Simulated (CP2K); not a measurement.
LiF (Griceite) under changes of volume

One of the cells (8.169 Å³/atom); the others are scaled copies at fixed shape and fractional positions:

```
F Li
1.0
     2.84823    0.00000    0.00000
     1.42411    2.46664    0.00000
     1.42411    0.82221    2.32557
F Li
1 1
Direct
  0.50000 0.50000 0.50000
  0.00000 0.00000 0.00000
```

| Property | Result |
| --- | --- |
| Program | CP2K 2026.2 |
| Functional | PBEsol |
| Potentials or basis | POTENTIAL_UZH F GTH-PBE-q7, Li GTH-PBE-q3; DZVP-MOLOPT-PBE-GTH basis |
| Density cutoff | 10204 eV |
| k mesh | 11 × 11 × 11 |
| Occupations | fermi-dirac, width 0.1 eV |
| Spin | no spin polarisation |

```csv
volume (Å³/atom),energy over the lowest point (meV/atom),pressure (GPa),gap on the mesh (eV)
7.679,8.30,4.8,9.43
7.842,2.98,3.1,9.23
8.006,0.71,1.4,9.04
8.169,0.00,0.0,8.86
8.333,?,?,?
8.496,2.73,-2.6,8.52
8.659,5.89,-3.6,8.37
```

Problem. What does the run at 8.333 Å³/atom give?

Solution. Energy over the lowest point 0.72 meV/atom; pressure -1.4 GPa; gap on the mesh 8.69 eV.

Worked out: A Birch-Murnaghan fit of order 3 (a polynomial in V^(-2/3)) to the other rows has its minimum at 8.15 Å³/atom with B0 = V·E''(V) = 77 GPa (rough, since the energies scatter). It gives 0.81 meV/atom at 8.333 Å³/atom, against the run's 0.72, and -dE/dV = -1.5 GPa, against -1.4. A straight line through the other rows of the gap, of slope -8.82 eV per unit of ln V (its deformation potential), gives 8.70 eV, against the run's 8.69.

Energies are extrapolated to zero smearing.

Caveats: the potentials were made for another functional, which shifts forces and pressure; an odd mesh through Γ misses points on the zone boundary, where band edges often lie; the basis of atomic orbitals isn't converged, which shifts pressures, moduli and gaps.
